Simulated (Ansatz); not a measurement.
Runs of Ansatz 0.2.0 on CoPtO2. Symmetry: R-3m, No. 166, trigonal system. The conventional cell has a = 2.825 Å, b = 2.825 Å, c = 17.818 Å, α = 90.00°, β = 90.00°, γ = 120.00°. Around Pt (site symmetry -3m) lie 2 O at 2.00 Å. Co (site symmetry -3m) is surrounded by 6 O at 1.90 Å. O (site symmetry 3m) has 3 Co at 1.90 Å and 1 Pt at 2.00 Å as nearest neighbours. The cell is a database's computed one.

```tsv
level	potentials or basis	V0 of scaled cells (Å³/atom)	B0 (GPa)
PBEsol	Ansatz PAW	(a)	277
PBE	Ansatz PAW	10.50	(b)
LDA	Ansatz PAW	9.81	302
PBE	Ansatz PAW soft_1	10.50	242
```

Alike in all rows: task equation of state; spin collinear, ferromagnetic start; cell as given; k mesh 11 × 11 × 11; cutoff (eV) 420; smearing fermi-dirac 0.05 eV.

Estimate the missing entries.

(a) 10.08; (b) 243.

Caveats: the cell was scaled at fixed shape and fractional positions, which overstates the stiffness of a crystal with free parameters, most of all of layers and chains; the PAW data sets come from PBE, with cores solved anew for the run's functional, which leaves a small shift of forces and pressure (some runs).

Not every run made on this cell is shown here.
